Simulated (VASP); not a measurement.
Here is a VASP 6.6.1 calculation.

INCAR

```
PREC = Accurate ; ENCUT = 600
EDIFF = 1E-7 ; ISMEAR = 0
SIGMA = 0.03 ; LREAL = False
LASPH = True ; NELM = 80
ALGO = Normal ; ISIF = 3
LWAVE = False ; LCHARG = False
GGA = PE ; IBRION = 2
NSW = 90 ; EDIFFG = -0.005
KPAR = 2
```

The input KPOINTS:

```
regular mesh
0
Gamma
  10 10 10
```

Contents of POSCAR:

```
GaN                                     
1.0
    0.0000000000      2.2741012835      2.2741012835
    2.2741012835     -0.0000000000      2.2741012835
    2.2741012835      2.2741012835     -0.0000000000
  Ga              N             
     1     1
Direct
     0.0000000000000000    0.0000000000000000    0.0000000000000000
     0.7500000000000000    0.7500000000000000    0.7500000000000000
```

Potentials or basis: VASP PAW PBE potentials, release 64 (Ga_d, N).

Command:

```sh
$ cat potpaw_PBE.64/Ga_d/POTCAR potpaw_PBE.64/N/POTCAR > POTCAR
$ mpirun -np 2 vasp_std > vasp.out
```

(1) Predict the band gap on the k mesh.

## Answers

(1) 1.55 eV, direct.

Caveat: the relaxation stopped at its first step, so nothing moved.
